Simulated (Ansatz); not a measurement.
## VO2 under changes of volume

One of the cells (10.308 Å³/atom); the others are scaled copies at fixed shape and fractional positions:

```xyz
6
Lattice="4.5072 0.0000 0.0000 0.0000 4.5072 0.0000 0.0000 0.0000 3.0444" Properties=species:S:1:pos:R:3 pbc="T T T"
V     2.2536    2.2536    1.5222
V     0.0000    0.0000    0.0000
O     0.9031    3.6041    1.5222
O     3.6041    0.9031    1.5222
O     3.1567    3.1567    0.0000
O     1.3505    1.3505    0.0000
```

The cell is a database's computed one.

| Quantity | Value |
| --- | --- |
| Program | Ansatz 0.2.0 |
| Functional | PBEsol |
| Dispersion | D3(BJ) |
| Potentials or basis | Ansatz PAW |
| Cutoff | 420 eV (not typed: the program's choice for these potentials) |
| k mesh | 6 × 6 × 9 |
| Occupations | fermi-dirac, width 0.05 eV |
| Spin | collinear spin, ferromagnetic start |
| Starting moments | [2.0, 2.0, 0.0, 0.0, 0.0, 0.0] μB |

| volume (Å³/atom) | energy over the lowest point (meV/atom) | pressure (GPa) | largest force (eV/Å) |
| --- | --- | --- | --- |
| 9.689 | 0.00 | -6.3 | 0.262 |
| 9.896 | 11.35 | -11.2 | 0.269 |
| 10.102 | 28.77 | -15.5 | 0.277 |
| 10.308 | 51.46 | -19.4 | 0.283 |
| 10.514 | 78.84 | -22.9 | 0.288 |
| 10.720 | ? | ? | ? |
| 10.926 | 145.62 | -28.6 | 0.298 |

Problem. What does the run at 10.720 Å³/atom give?

Solution. Energy over the lowest point 110.38 meV/atom; pressure -25.9 GPa; largest force 0.293 eV/Å.

Worked out: A Birch-Murnaghan fit of order 3 (a polynomial in V^(-2/3)) to the other rows has its minimum at 9.46 Å³/atom, just outside them, with B0 = V·E''(V) = 279 GPa and B' = 4.7 at fixed shape and positions, which overstates the stiffness. It gives 110.41 meV/atom at 10.720 Å³/atom, against the run's 110.38, and -dE/dV = -26.0 GPa, against -25.9.

Energies are extrapolated to zero smearing.

Caveats: pairwise dispersion overbinds metals, which lowers pressure and volume; the PAW data sets come from PBE, with cores solved anew for the run's functional, which leaves a small shift of forces and pressure.
